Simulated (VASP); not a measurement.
Here is a VASP 6.6.1 calculation.

File INCAR:

```
ALGO = Normal
EDIFF = 1E-7
ENCUT = 520
GGA = PS
ISIF = 2
ISMEAR = -1
LASPH = True
LCHARG = False
LREAL = False
LWAVE = False
NBANDS = 16
NELM = 100
PREC = Accurate
SIGMA = 0.05
```

KPOINTS

```
k-points
0
Gamma
  7 7 7
```

Contents of POSCAR:

```
AgI
1.0
    0.0000000000      3.2365000000      3.2365000000
    3.2365000000      0.0000000000      3.2365000000
    3.2365000000      3.2365000000      0.0000000000
I Ag
1 1
Direct
    0.7500000000      0.7500000000      0.7500000000
    0.0000000000      0.0000000000      0.0000000000
```

Potentials or basis: VASP PAW PBE potentials, release 64 (I, Ag).

Run with:

```console
$ cat potpaw_PBE.64/I/POTCAR potpaw_PBE.64/Ag/POTCAR > POTCAR
$ mpirun -np 1 vasp_std > vasp.out
```

Question: Estimate the band gap on the k mesh.

Answer: 1.20 eV, direct.

Question: Predict the pressure.

Answer: -0.4 GPa.

Caveat: the PAW data sets were made with another functional, which shifts forces and pressure a little; spin-orbit coupling is left out, which moves the levels of the heavy elements.
